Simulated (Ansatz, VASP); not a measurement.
## One calculation of C, two programs

File INCAR:

```
  ALGO = Normal
  EDIFF = 1E-6
  EDIFFG = -0.01
  ENCUT = 600
  GGA = PS
  IBRION = 2
  ISIF = 3
  ISMEAR = 0
  LASPH = True
  LCHARG = False
  LREAL = False
  LWAVE = False
  NELM = 100
  NSW = 100
  PREC = Accurate
  SIGMA = 0.02
```

File KPOINTS:

```
k-points
0
Gamma
  9 9 20
```

File POSCAR:

```
C
1.0
    3.9580591736      0.0000000000      0.0000000000
   -1.9790295868      3.4277797940      0.0000000000
    0.0000000000      0.0000000000      1.2801439135
C
1
Direct
    0.0000000000      0.0000000000      0.0000000000
```

Input for Ansatz:

```yaml
crystal:
  lattice:
    - [3.9580591736, 0.0, 0.0]
    - [-1.9790295868, 3.427779794, 0.0]
    - [0.0, 0.0, 1.2801439135]
  atoms:
    - { symbol: C, position: [0.0, 0.0, 0.0] }
basis:
  ecutwfc: 420
kpoints:
  mp_grid: { grid: [9, 9, 20] }
hamiltonian:
  xc: pbesol
scf:
  occupations: { method: gaussian, width: 0.02 }
output:
  forces: true
  stress: true
  eigenvalues: true
relax:
  adjacent_minimum: "off"
  f_tol: 0.01
  max_steps: 80
  cell: { stress_tol: 0.05 }
```

Alike in both runs: task relaxation of cell and atoms; functional PBEsol; k mesh 9 × 9 × 20; occupations gaussian, width 0.02 eV; no spin polarisation.

|  | VASP | Ansatz |
| --- | --- | --- |
| version | VASP 6.6.1 | Ansatz 0.2.0 |
| potentials or method | VASP PAW PBE potentials, release 64 (C) | scalar-relativistic, plane waves, PAW |
| plane-wave cutoff (eV) | 600 | 420 |
| valence electrons in the cell | 4 | 4 |

```csv
,VASP,Ansatz,Ansatz less VASP
"gap on the k mesh at the Fermi level, each at its own relaxed structure (eV)",none,none,-
relaxed volume (Å³/atom),12.69,12.84,+0.156
relaxed cell length with the largest relative difference (Å),3.381,3.401,+0.0201
energy change over the relaxation (meV/atom),-35,-29,+5.5
```

A gap of «none» marks a metal or a gap that the smearing closes.

Caveats: the volume moved by over 15 % at a fixed basis, so the end points are rough (VASP); the PAW data sets were made with another functional, which shifts forces and pressure a little (VASP).
